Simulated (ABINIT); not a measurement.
# Cu (P6_3/mmc) in ABINIT: reference runs

Aim: a first look at Cu with PBEsol, on the cell as given and on a disturbed one.

All numbers are computed with ABINIT 10.8.3 (patched build); they aren't measurements. Logs are shortened: lines on timing, memory, paths and dates and some standing lists are left out, and cuts for length are marked. The log counts tension as positive stress, the text compression.

**1. Starting point**

Symmetry: P6_3/mmc, No. 194, hexagonal system. The conventional cell has a = 2.534 Å, b = 2.534 Å, c = 4.113 Å, α = 90.00°, β = 90.00°, γ = 120.00°. Around Cu (site symmetry -6m2) lie 12 Cu at 2.52 to 2.53 Å.

This isn't the form of Cu at room conditions, which is fcc.

**2. Single point, PBEsol (atoms moved at random, drawn with an rms of 0.05 Å)**

The input, run.abi:

```
# Pseudopotentials
pp_dirpath "./"
pseudos "Cu.upf"

# Structure
acell 4.7887486792 4.7887486793 7.7716328581
rprim
     1.0000000000     0.0000000000     0.0000000000
    -0.5000000000     0.8660254038     0.0000000000
     0.0000000000     0.0000000000     1.0000000000
ntypat 1
znucl 29
natom 2
typat 1 1
xred
     0.6697150000     0.3503390000     0.7439260000
     0.3545910000     0.6668970000     0.2486650000
chkprim 0
chksymtnons 0
tolsym 1.0e-6

# Plane-wave basis
ecut 1251.723767 eV

# k points
kptopt 1
ngkpt 12 12 7
nshiftk 1
shiftk 0.0 0.0 0.0

# Exchange and correlation
ixc -116133

# Bands and occupations
nband 23
occopt 3
tsmear 0.00183747

# SCF cycle
nstep 100
tolvrs 1.0e-10

# Output
iomode 3
prtwf 0
prtden 0
prteig 0
prtebands 0
enunit 2
```

Potentials or basis: PseudoDojo NC SR PBEsol v0.4.1 standard.

Command:

```sh
abinit run.abi > log 2>&1
```

run.abo:

```text
.Version 10.8.3 of ABINIT
 Symmetries : space group P-1 (#  2); Bravais aP (primitive triclinic)
================================================================================
 Values of the parameters that define the memory need of the present run
     intxc =       0    ionmov =       0      iscf =       7    lmnmax =       6
     lnmax =       6     mgfft =      48  mpssoang =       3    mqgrid =    3001
     natom =       2  nloc_mem =       1    nspden =       1   nspinor =       1
    nsppol =       1      nsym =       2    n1xccc =    2501    ntypat =       1
    occopt =       3   xclevel =       2
       mpw =        2334          nfft =       43200          nkpt =         506
================================================================================
================================================================================

--------------------------------------------------------------------------------
------------- Echo of variables that govern the present computation ------------
--------------------------------------------------------------------------------
 -outvars: echo values of preprocessed input variables --------
            acell      4.7887486792E+00  4.7887486793E+00  7.7716328581E+00 Bohr
              amu      6.35460000E+01
          chkprim           0
      chksymtnons           0
             ecut      4.60000000E+01 Hartree
           enunit           2
                       outvar_i_n : Printing only first  50 k-points.
              ixc     -116133
                       outvar_i_n : Printing only first  50 k-points.
         kptrlatt       12    0    0      0   12    0      0    0    7
          kptrlen      5.44014300E+01
            natom           2
            nband          23
            ngfft          30      30      48
             nkpt         506
            nstep         100
             nsym           2
           ntypat           1
                       prtocc : prtvol=0, do not print more k-points.
           occopt           3
           prtden           0
        prtebands           0
           prteig           0
            prtwf           0
            rprim      1.0000000000E+00  0.0000000000E+00  0.0000000000E+00
                      -5.0000000000E-01  8.6602540380E-01  0.0000000000E+00
                       0.0000000000E+00  0.0000000000E+00  1.0000000000E+00
          spgroup           2
           tolsym      1.00000000E-06
           tolvrs      1.00000000E-10
           tsmear      1.83747000E-03 Hartree
            typat      1  1
                       outvars : Printing only first  50 k-points.
           xangst      1.2532261037E+00  7.6885119831E-01  3.0594484917E+00
                       5.3577138787E-02  1.4635668812E+00  1.0226524670E+00
            xcart      2.3682541099E+00  1.4529181964E+00  5.7815197456E+00
                       1.0124611892E-01  2.7657405725E+00  1.9325330847E+00
             xred      6.6971500000E-01  3.5033900000E-01  7.4392600000E-01
                       3.5459100000E-01  6.6689700000E-01  2.4866500000E-01
            znucl       29.00000

================================================================================

 chkinp: Checking input parameters for consistency.

================================================================================
== DATASET  1 ==================================================================

--- !DatasetInfo
iteration_state: {dtset: 1, }
dimensions: {natom: 2, nkpt: 506, mband: 23, nsppol: 1, nspinor: 1, nspden: 1, mpw: 2334, }
cutoff_energies: {ecut:  46.0, pawecutdg:  -1.0, }
electrons: {nelect:   3.80000000E+01, charge:   0.00000000E+00, occopt:   3.00000000E+00, tsmear:   1.83747000E-03, }
meta: {optdriver: 0, ionmov: 0, optcell: 0, iscf: 7, paral_kgb: 0, }
...

 Real(R)+Recip(G) space primitive vectors, cartesian coordinates (Bohr,Bohr^-1):
 R(1)=  4.7887487  0.0000000  0.0000000  G(1)=  0.2088228  0.1205639  0.0000000
 R(2)= -2.3943743  4.1471780  0.0000000  G(2)=  0.0000000  0.2411278  0.0000000
 R(3)=  0.0000000  0.0000000  7.7716329  G(3)=  0.0000000  0.0000000  0.1286731
 Unit cell volume ucvol=  1.5434302E+02 bohr^3
 Angles (23,13,12)=  9.00000000E+01  9.00000000E+01  1.20000000E+02 degrees

 getcut: wavevector=  0.0000  0.0000  0.0000  ngfft=  30  30  48
         ecut(hartree)=     46.000   => boxcut(ratio)=   2.02295

--- Pseudopotential description ------------------------------------------------
- pspini: atom type   1  psp file is ./Cu.upf
12 -116133 2 -1 1492                          pspcod,pspxc,lmax,lloc,mmax
     nproj     2     2     2

   1.64425187E+03                                ecore*ucvol(ha*bohr**3)
--------------------------------------------------------------------------------

================================================================================

--- !BeginCycle
iteration_state: {dtset: 1, }
solver: {iscf: 7, nstep: 100, nline: 4, wfoptalg: 0, }
tolerances: {tolvrs: 1.00E-10, }
...

     iter   Etot(hartree)      deltaE(h)  residm     vres2
 ETOT  1  -377.90163463855    -3.779E+02 5.528E-01 9.773E+02
 ETOT  2  -377.96212370692    -6.049E-02 1.478E-01 2.711E+03
 ETOT  3  -378.88571002140    -9.236E-01 4.342E-02 8.686E+01
 ETOT  4  -378.90841829299    -2.271E-02 5.823E-02 2.050E+01
 ETOT  5  -378.91515769063    -6.739E-03 4.188E-03 7.641E-01
 ETOT  6  -378.91542153812    -2.638E-04 1.862E-03 1.760E-04
 ETOT  7  -378.91542169723    -1.591E-07 8.869E-04 1.504E-06
 ETOT  8  -378.91542169869    -1.454E-09 1.231E-03 1.582E-07
 ETOT  9  -378.91542169873    -3.951E-11 6.525E-04 1.354E-07
 ETOT 10  -378.91542169877    -4.786E-11 1.342E-03 7.523E-11

 At SCF step   10       vres2   =  7.52E-11 < tolvrs=  1.00E-10 =>converged.

 Cartesian components of stress tensor (hartree/bohr^3)
  sigma(1 1)=  4.93251322E-05  sigma(3 2)=  2.15201065E-06
  sigma(2 2)=  8.27238815E-05  sigma(3 1)= -3.85857264E-06
  sigma(3 3)=  3.65846777E-05  sigma(2 1)=  3.07639996E-05

--- !ResultsGS
iteration_state: {dtset: 1, }
comment   : Summary of ground state results
lattice_vectors:
- [  4.7887487,   0.0000000,   0.0000000, ]
- [ -2.3943743,   4.1471780,   0.0000000, ]
- [  0.0000000,   0.0000000,   7.7716329, ]
lattice_lengths: [   4.78875,    4.78875,    7.77163, ]
lattice_angles: [ 90.000,  90.000, 120.000, ] # degrees, (23, 13, 12)
lattice_volume:   1.5434302E+02
convergence: {deltae: -4.786E-11, res2:  7.523E-11, residm:  1.342E-03, diffor: null, }
etotal    :  -3.78915422E+02
entropy   :   0.00000000E+00
fermie    :   3.77059861E-01
cartesian_stress_tensor: # hartree/bohr^3
- [  4.93251322E-05,   3.07639996E-05,  -3.85857264E-06, ]
- [  3.07639996E-05,   8.27238815E-05,   2.15201065E-06, ]
- [ -3.85857264E-06,   2.15201065E-06,   3.65846777E-05, ]
pressure_GPa:  -1.6538E+00
xred      :
- [  6.6971E-01,   3.5034E-01,   7.4393E-01, Cu]
- [  3.5459E-01,   6.6690E-01,   2.4866E-01, Cu]
cartesian_forces: # hartree/bohr
- [  2.07971480E-03,  -1.15006770E-03,   3.02914961E-03, ]
- [ -2.07971480E-03,   1.15006770E-03,  -3.02914961E-03, ]
force_length_stats: {min:   3.85014502E-03, max:   3.85014502E-03, mean:   3.85014502E-03, }
...

 Integrated electronic density in atomic spheres:
 ------------------------------------------------
 Atom  Sphere_radius  Integrated_density
    1        2.00000         17.35840398
    2        2.00000         17.36138057
================================================================================

 ----iterations are completed or convergence reached----

 Mean square residual over all n,k,spin=   76.186E-08; max=  13.422E-04
 reduced coordinates (array xred) for    2 atoms
       0.669715000000      0.350339000000      0.743926000000
       0.354591000000      0.666897000000      0.248665000000
 rms dE/dt=  1.5795E-02; max dE/dt=  2.3541E-02; dE/dt below (all hartree)
    1      -0.009959231490      0.009749151230     -0.023541438622
    2       0.009959231490     -0.009749151230      0.023541438622

 cartesian coordinates (angstrom) at end:
    1      1.25322610374248     0.76885119831194     3.05944849167897
    2      0.05357713878671     1.46356688122257     1.02265246702407

 cartesian forces (hartree/bohr) at end:
    1      0.00207971479758    -0.00115006770266     0.00302914960754
    2     -0.00207971479758     0.00115006770266    -0.00302914960754
 frms,max,avg= 2.2228823E-03 3.0291496E-03   0.000E+00  0.000E+00  0.000E+00 h/b

 cartesian forces (eV/Angstrom) at end:
    1      0.10694323472495    -0.05913885904856     0.15576513562050
    2     -0.10694323472495     0.05913885904856    -0.15576513562050
 frms,max,avg= 1.1430520E-01 1.5576514E-01   0.000E+00  0.000E+00  0.000E+00 e/A
 length scales=  4.788748679200  4.788748679300  7.771632858100 bohr
              =  2.534096668055  2.534096668108  4.112570997221 angstroms
 Fermi (or HOMO) energy (hartree) =   0.37706   Average Vxc (hartree)=  -0.50716
 Eigenvalues (hartree) for nkpt= 506  k points:
 kpt#   1, nband= 23, wtk=  0.00099, kpt=  0.0000  0.0000  0.0000 (reduced coord)
  -3.75005   -3.74941   -2.19261   -2.18873   -2.18825   -2.18792   -2.18787   -2.18769
   0.02065    0.18430    0.26537    0.26743    0.26875    0.27545    0.27788    0.28379
   0.29031    0.31416    0.31961    0.33584    0.52475    1.16431    1.18724
      occupation numbers for kpt#   1
   2.00000    2.00000    2.00000    2.00000    2.00000    2.00000    2.00000    2.00000
   2.00000    2.00000    2.00000    2.00000    2.00000    2.00000    2.00000    2.00000
   2.00000    2.00000    2.00000    2.00000    0.00000    0.00000    0.00000
 prteigrs : prtvol=0 or 1, do not print more k-points.

 Fermi (or HOMO) energy (eV) =  10.26032   Average Vxc (eV)= -13.80056
 Eigenvalues (   eV  ) for nkpt= 506  k points:
 kpt#   1, nband= 23, wtk=  0.00099, kpt=  0.0000  0.0000  0.0000 (reduced coord)
-102.04401 -102.02660  -59.66398  -59.55840  -59.54521  -59.53633  -59.53507  -59.53016
   0.56199    5.01505    7.22100    7.27704    7.31313    7.49550    7.56145    7.72237
   7.89969    8.54882    8.69692    9.13876   14.27911   31.68261   32.30653
 prteigrs : prtvol=0 or 1, do not print more k-points.

--- !EnergyTerms
iteration_state     : {dtset: 1, }
comment             : Components of total free energy in Hartree
kinetic             :  1.73849748104548E+02
hartree             :  1.11023991637941E+02
xc                  : -4.62248762924083E+01
Ewald energy        : -2.44857963541413E+02
psp_core            :  1.06532310369735E+01
local_psp           : -3.16542898265421E+02
non_local_psp       : -6.68163542408383E+01
internal            : -3.78915121560618E+02
'-kT*entropy'       : -3.00138155918768E-04
total_energy        : -3.78915421698774E+02
total_energy_eV     : -1.03108138944041E+04
band_energy         : -3.54467747867180E+01
...

 Cartesian components of stress tensor (hartree/bohr^3)
  sigma(1 1)=  4.93251322E-05  sigma(3 2)=  2.15201065E-06
  sigma(2 2)=  8.27238815E-05  sigma(3 1)= -3.85857264E-06
  sigma(3 3)=  3.65846777E-05  sigma(2 1)=  3.07639996E-05

-Cartesian components of stress tensor (GPa)         [Pressure= -1.6538E+00 GPa]
- sigma(1 1)=  1.45119549E+00  sigma(3 2)=  6.33143392E-02
- sigma(2 2)=  2.43382062E+00  sigma(3 1)= -1.13523126E-01
- sigma(3 3)=  1.07635838E+00  sigma(2 1)=  9.05108118E-01

== END DATASET(S) ==============================================================
================================================================================

 -outvars: echo values of variables after computation  --------
            acell      4.7887486792E+00  4.7887486793E+00  7.7716328581E+00 Bohr
           etotal     -3.7891542170E+02
            fcart      2.0797147976E-03 -1.1500677027E-03  3.0291496075E-03
                      -2.0797147976E-03  1.1500677027E-03 -3.0291496075E-03
            rprim      1.0000000000E+00  0.0000000000E+00  0.0000000000E+00
                      -5.0000000000E-01  8.6602540380E-01  0.0000000000E+00
                       0.0000000000E+00  0.0000000000E+00  1.0000000000E+00
           strten      4.9325132175E-05  8.2723881524E-05  3.6584677707E-05
                       2.1520106473E-06 -3.8585726378E-06  3.0763999621E-05
           xangst      1.2532261037E+00  7.6885119831E-01  3.0594484917E+00
                       5.3577138787E-02  1.4635668812E+00  1.0226524670E+00
             xred      6.6971500000E-01  3.5033900000E-01  7.4392600000E-01
                       3.5459100000E-01  6.6689700000E-01  2.4866500000E-01
 Calculation completed.
```

Run time: 9.6 min. Hardware: 1 thread of Arm Neoverse V2, shared host; peak memory 0.47 GiB.

Results:

- Free energy: -10310.8139 eV
- Pressure: -1.7 GPa
- Largest force: 0.198 eV/Å
- Band gap on the k mesh: none (metal or under the smearing width)
- Valence electrons inside the program's atomic spheres: Cu 17.36 (radii [1.0584] Å)

Forces in eV/Å, atoms in the order of the input:
```
Cu   0.107 -0.059  0.156
Cu  -0.107  0.059 -0.156
```

Levels at points of the mesh, in eV from the Fermi level:
```tsv
k point	band 16	band 17	band 18	band 19	band 20	band 21	band 22	band 23
(0.00, 0.00, 0.00)	-2.54	-2.36	-1.71	-1.56	-1.12	4.02	21.42	22.05
(0.50, 0.00, 0.00)	-1.53	-1.48	-1.44	-0.06	1.71	7.71	8.14	11.05
(0.00, 0.50, 0.00)	-1.53	-1.48	-1.44	-0.05	1.71	7.72	8.15	11.04
(0.50, 0.50, 0.00)	-1.56	-1.49	-1.42	0.20	1.44	8.20	8.61	10.65
```

**3. Single point, PBEsol**

Changes to run.abi since step 2:

```diff
@@ -5,3 +5,3 @@
 # Structure
-acell 4.7887486792 4.7887486793 7.7716328581
+acell 2.5340966698 2.5340966698 4.112571 Angstrom
 rprim
@@ -15,10 +15,7 @@
 xred
-     0.6697150000     0.3503390000     0.7439260000
-     0.3545910000     0.6668970000     0.2486650000
-chkprim 0
-chksymtnons 0
-tolsym 1.0e-6
+     0.6666666667     0.3333333333     0.7500000000
+     0.3333333333     0.6666666667     0.2500000000
 
 # Plane-wave basis
-ecut 1251.723767 eV
+ecut 46.0
```

Potentials or basis: PseudoDojo NC SR PBEsol v0.4.1 standard.

Command:

```sh
abinit run.abi > log 2>&1
```

run.abo:

```text
.Version 10.8.3 of ABINIT
 Symmetries : space group P6_3/m m c (#194); Bravais hP (primitive hexag.)
================================================================================
 Values of the parameters that define the memory need of the present run
     intxc =       0    ionmov =       0      iscf =       7    lmnmax =       6
     lnmax =       6     mgfft =      48  mpssoang =       3    mqgrid =    3001
     natom =       2  nloc_mem =       1    nspden =       1   nspinor =       1
    nsppol =       1      nsym =      24    n1xccc =    2501    ntypat =       1
    occopt =       3   xclevel =       2
       mpw =        2334          nfft =       43200          nkpt =          76
================================================================================
================================================================================

--------------------------------------------------------------------------------
[... 205 lines left out ...]
- sigma(1 1)=  1.94979506E+00  sigma(3 2)=  0.00000000E+00
- sigma(2 2)=  1.94979499E+00  sigma(3 1)=  0.00000000E+00
- sigma(3 3)=  1.43680785E+00  sigma(2 1)=  0.00000000E+00

== END DATASET(S) ==============================================================
================================================================================

 -outvars: echo values of variables after computation  --------
            acell      4.7887486825E+00  4.7887486825E+00  7.7716328634E+00 Bohr
           etotal     -3.7891564170E+02
            fcart      0.0000000000E+00  0.0000000000E+00 -0.0000000000E+00
                       0.0000000000E+00  0.0000000000E+00 -0.0000000000E+00
            rprim      1.0000000000E+00  0.0000000000E+00  0.0000000000E+00
                      -5.0000000000E-01  8.6602540380E-01  0.0000000000E+00
                       0.0000000000E+00  0.0000000000E+00  1.0000000000E+00
           strten      6.6272187163E-05  6.6272184680E-05  4.8836106170E-05
                       0.0000000000E+00  0.0000000000E+00  0.0000000000E+00
           xangst      1.2670483349E+00  7.3153069724E-01  3.0844282500E+00
                      -2.5706986776E-16  1.4630613945E+00  1.0281427500E+00
             xred      6.6666666667E-01  3.3333333333E-01  7.5000000000E-01
                       3.3333333333E-01  6.6666666667E-01  2.5000000000E-01
 Calculation completed.
```

Run time: 100 s. Hardware: 1 thread of Arm Neoverse V2, shared host; peak memory 0.12 GiB.

Results:

| Item | Value |
| --- | --- |
| Free energy | -10310.8199 eV |
| Pressure | -1.8 GPa |
| Band gap on the k mesh | none (metal or under the smearing width) |
| Valence electrons inside the program's atomic spheres | Cu 17.36 (radii [1.0584] Å) |

Levels at points of the mesh, in eV from the Fermi level:
```csv
k point,band 17,band 18,band 19,band 20,band 21,band 22
"(0.00, 0.00, 0.00)",-2.45,-1.63,-1.63,-1.12,4.02,21.64
"(0.50, 0.00, 0.00)",-1.47,-1.43,0.03,1.62,7.89,8.29
```
